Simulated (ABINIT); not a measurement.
The system is Pd.

```
Pd
1.0
     2.78367    0.00000    0.00000
    -1.39183    2.41072    0.00000
     0.00000    0.00000    4.62889
Pd
2
Direct
  0.33333 0.66667 0.25000
  0.66667 0.33333 0.75000
```

This isn't the form of Pd at room conditions, which is fcc.

Base run:

| Item | Value |
| --- | --- |
| Program | ABINIT 10.8.3 (patched build) |
| Functional | LDA |
| Potentials or basis | JTH PAW PBE v2.0 |
| Cutoff | 707 eV |
| k mesh | 11 × 11 × 6 |
| Occupations | fermi-dirac, width 0.05 eV |
| Spin | no spin polarisation |

Its results: band gap on the k mesh none (metal or under the smearing width); pressure -15.9 GPa.

Q: After a change of settings the same cell gave: band gap on the k mesh none (metal or under the smearing width); pressure -9.5 GPa. Which change was it?
A. functional from LDA to PBEsol
B. functional from LDA to SCAN
C. functional from LDA to WC
D. functional from LDA to AM05

A: C.

WC binds less tightly than LDA, so the same cell stands under more pressure.

Caveats: the PAW data sets were made with another functional, which shifts forces and pressure a little.

Runs at the PBE level aren't shown here.
